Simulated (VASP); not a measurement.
Runs of VASP 6.6.1 on SiC. The structure is hexagonal, space group P6_3mc (No. 186). The conventional cell has a = 3.076 Å, b = 3.076 Å, c = 10.071 Å, α = 90.00°, β = 90.00°, γ = 120.00°. Around Si (site symmetry 3m) lie 4 C at 1.88 to 1.89 Å. Around Si (site symmetry 3m) lie 4 C at 1.88 to 1.89 Å. C (site symmetry 3m) is surrounded by 4 Si at 1.88 to 1.89 Å. Around C (site symmetry 3m) lie 4 Si at 1.88 to 1.89 Å. The cell is a database's computed one.

| task | level | cell | cutoff (eV) | smearing | gap on the mesh (eV) | pressure (GPa) | relaxed volume (Å³/atom) | largest force (eV/Å) |
| --- | --- | --- | --- | --- | --- | --- | --- | --- |
| relaxation of cell and atoms | BLYP+D3 | relaxed | 600 | fermi-dirac 0.05 eV | (b) | 0.0 | 10.58 | 0.01 |
| relaxation of cell and atoms | BLYP+D4 | relaxed | 600 | fermi-dirac 0.05 eV | 2.54 | 0.2 | - | 0.02 |
| relaxation of cell and atoms | BLYP+D3(BJ) | relaxed | 600 | fermi-dirac 0.05 eV | 2.54 | 0.0 | (a) | - |
| single point | PBE | as given | 520 | gaussian 0.014 eV | 2.23 | 3.9 | - | 0.01 |

Alike in all rows: potentials or basis VASP PAW PBE potentials, release 64 (Si, C); no spin polarisation; k mesh 10 × 10 × 3.

Task: Fill in the values left out.

Result: (a) 10.26; (b) 2.53.

Caveats: an odd mesh through Γ misses points on the zone boundary, where band edges often lie; the PAW data sets were made with another functional, which shifts forces and pressure a little (some runs); the relaxation stopped at its first step, so nothing moved (some runs).
